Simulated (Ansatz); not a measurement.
## SiC (Moissanite) under changes of volume

One of the cells (10.341 Å³/atom); the others are scaled copies at fixed shape and fractional positions:

```
Si C
1.0
     3.07600    0.00000    0.00000
    -1.53800    2.66389    0.00000
     0.00000    0.00000    5.04800
Si C
2 2
Direct
  0.66667 0.33333 0.50000
  0.33333 0.66667 0.00000
  0.66667 0.33333 0.88500
  0.33333 0.66667 0.38500
```

- Program: Ansatz 0.2.0
- Functional: r2SCAN
- Potentials or basis: Ansatz PAW
- Cutoff: 500 eV (not typed: the program's choice for these potentials)
- k mesh: 10 × 10 × 5
- Occupations: fermi-dirac, width 0.05 eV
- Spin: no spin polarisation

```tsv
volume (Å³/atom)	energy over the lowest point (meV/atom)	pressure (GPa)	gap on the mesh (eV)	largest force (eV/Å)
9.721	?	?	?	?
9.927	13.07	10.3	2.80	0.840
10.134	3.28	5.0	2.83	0.805
10.341	0.00	0.2	2.85	0.773
10.548	2.61	-4.2	2.88	0.742
10.755	10.56	-8.1	2.90	0.712
10.961	23.37	-11.7	2.89	0.684
```

**Question.** What does the run at 9.721 Å³/atom give?

**Answer.** Energy over the lowest point 30.01 meV/atom; pressure 16.1 GPa; gap on the mesh 2.77 eV; largest force 0.876 eV/Å.

Worked out: A Birch-Murnaghan fit of order 3 (a polynomial in V^(-2/3)) to the other rows has its minimum at 10.35 Å³/atom with B0 = V·E''(V) = 227 GPa and B' = 3.7 at fixed shape and positions, which overstates the stiffness. It gives 29.87 meV/atom at 9.721 Å³/atom, against the run's 30.01, and -dE/dV = 16.0 GPa, against 16.1. A parabola through the other rows of the gap, of slope 2.19 eV per unit of ln V there, extrapolates to 2.75 eV, against the run's 2.77.

Energies are extrapolated to zero smearing.

Caveats: odd divisions of the mesh miss points on the zone boundary, where band edges often lie, so the gap on the mesh can be too wide; the PAW data sets come from PBE, with cores solved anew for the run's functional, which leaves a small shift of forces and pressure.

A mesh can miss the band edges.
